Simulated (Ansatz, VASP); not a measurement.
**Two plane-wave programs on Sr**

```
CELL_PARAMETERS angstrom
0.00000 3.21951 3.21951
3.21951 0.00000 3.21951
3.21951 3.21951 0.00000
ATOMIC_POSITIONS crystal
Sr 0.00000 0.00000 0.00000
Sr 0.25000 0.25000 0.25000
```

Alike in both runs: task relaxation of cell and atoms; functional PBE; k mesh 11 × 11 × 11; occupations fermi-dirac, width 0.08 eV; no spin polarisation.

|  | VASP | Ansatz |
| --- | --- | --- |
| version | VASP 6.6.1 | Ansatz 0.2.0 |
| potentials or method | VASP PAW PBE potentials, release 64 (Sr_sv) | PAW with Ansatz's default frozen-core files, scalar-relativistic |
| plane-wave cutoff (eV) | 600 | 420 |
| valence electrons in the cell | 20 | 20 |

VASP gave:

* relaxed volume (Å³/atom): 108.41
* relaxed cell length with the largest relative difference (Å): 6.743
* energy change over the relaxation (meV/atom): -981

Task: What did Ansatz give for the same quantities?

Result: Relaxed volume (Å³/atom): 111.22; relaxed cell length with the largest relative difference (Å): 6.801; energy change over the relaxation (meV/atom): -985.

Caveats: the volume moved by over 15 % at a fixed basis, so the end points are rough (VASP).
